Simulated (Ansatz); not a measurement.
**Eigenvalues along a path: MgO (zincblende type)**

```xyz
2
Lattice="0.0000 2.2874 2.2874 2.2874 0.0000 2.2874 2.2874 2.2874 0.0000" Properties=species:S:1:pos:R:3 pbc="T T T"
Mg    0.0000    0.0000    0.0000
O     1.1437    1.1437    1.1437
```

The cell comes from a relaxation on PAW files under the same functional, begun from a prototype that needn't be the stable phase.

Computed with Ansatz 0.2.0; functional PBEsol, scalar-relativistic. Settings: a Γ-centred 16×16×16 k mesh, Fermi–Dirac smearing of 0.05 eV, no spin polarisation. Methods: PAW: frozen-core files, cutoff 420 eV.

This run: the series' base cell.

The PAW files were made under PBE.

Path points, in fractions of the reciprocal vectors: Γ (0.000, 0.000, 0.000), X (-0.500, -0.500, 0.000), U (-0.375, -0.375, 0.250), K (-0.375, 0.000, 0.375), L (0.000, 0.000, 0.500), W (-0.500, -0.250, 0.250). The distance column jumps between branches of the path. Levels in eV from the valence-band top; bands 5 to 9, counted from the lowest band of the run. The gap is 3.49 eV, the pressure 0.03 GPa.

```
# k(1/Å) point b5 b6 b7 b8 b9
0.000 Γ -15.80 0.00 0.00 0.00 3.49
0.172 - -15.77 -0.23 -0.03 -0.03 3.80
0.343 - -15.67 -0.74 -0.12 -0.12 4.54
0.515 - -15.53 -1.29 -0.24 -0.24 5.40
0.687 - -15.36 -1.76 -0.39 -0.39 6.13
0.858 - -15.18 -2.12 -0.53 -0.53 6.49
1.030 - -15.03 -2.36 -0.64 -0.64 6.43
1.202 - -14.93 -2.49 -0.71 -0.71 6.21
1.373 X -14.90 -2.53 -0.74 -0.74 6.10
1.434 - -14.90 -2.52 -0.76 -0.74 6.12
1.495 - -14.90 -2.50 -0.82 -0.73 6.19
1.556 - -14.90 -2.46 -0.91 -0.71 6.31
1.616 - -14.90 -2.41 -1.03 -0.69 6.46
1.677 - -14.90 -2.35 -1.17 -0.66 6.64
1.738 - -14.90 -2.28 -1.33 -0.63 6.85
1.798 - -14.90 -2.19 -1.48 -0.59 7.07
1.859 U -14.91 -2.09 -1.64 -0.55 7.31
2.700 K -14.91 -2.09 -1.64 -0.55 7.31
2.882 - -14.95 -2.07 -1.73 -0.41 8.01
3.064 - -15.03 -2.30 -1.35 -0.27 8.21
3.246 - -15.17 -2.29 -0.96 -0.16 7.58
3.428 - -15.33 -2.02 -0.61 -0.07 6.63
3.611 - -15.50 -1.54 -0.34 -0.02 5.62
3.793 - -15.66 -0.91 -0.15 0.00 4.65
3.975 - -15.76 -0.29 -0.04 0.00 3.84
4.157 Γ -15.80 0.00 0.00 0.00 3.49
4.306 - -15.77 -0.21 -0.01 -0.01 3.73
4.454 - -15.70 -0.70 -0.03 -0.03 4.31
4.603 - -15.59 -1.29 -0.06 -0.06 5.06
4.752 - -15.46 -1.86 -0.09 -0.09 5.85
4.900 - -15.33 -2.35 -0.13 -0.13 6.64
5.049 - -15.21 -2.73 -0.16 -0.16 7.41
5.198 - -15.13 -2.97 -0.18 -0.18 8.14
5.346 L -15.10 -3.06 -0.18 -0.18 8.61
5.468 - -15.09 -3.02 -0.25 -0.20 8.69
5.589 - -15.07 -2.93 -0.44 -0.24 8.81
5.710 - -15.04 -2.78 -0.71 -0.31 8.69
5.832 - -15.00 -2.58 -1.01 -0.42 8.39
5.953 - -14.96 -2.34 -1.29 -0.57 8.06
6.075 - -14.92 -2.08 -1.51 -0.76 7.79
6.196 - -14.90 -1.85 -1.63 -0.95 7.61
6.317 W -14.89 -1.78 -1.63 -1.05 7.54
6.403 - -14.89 -1.89 -1.52 -1.04 7.48
6.489 - -14.89 -2.04 -1.35 -1.01 7.29
6.575 - -14.89 -2.18 -1.19 -0.96 7.04
6.661 - -14.89 -2.30 -1.04 -0.90 6.76
6.747 - -14.89 -2.40 -0.92 -0.84 6.50
6.833 - -14.89 -2.47 -0.82 -0.79 6.28
6.918 - -14.90 -2.52 -0.76 -0.75 6.15
7.004 X -14.90 -2.53 -0.74 -0.74 6.10
```
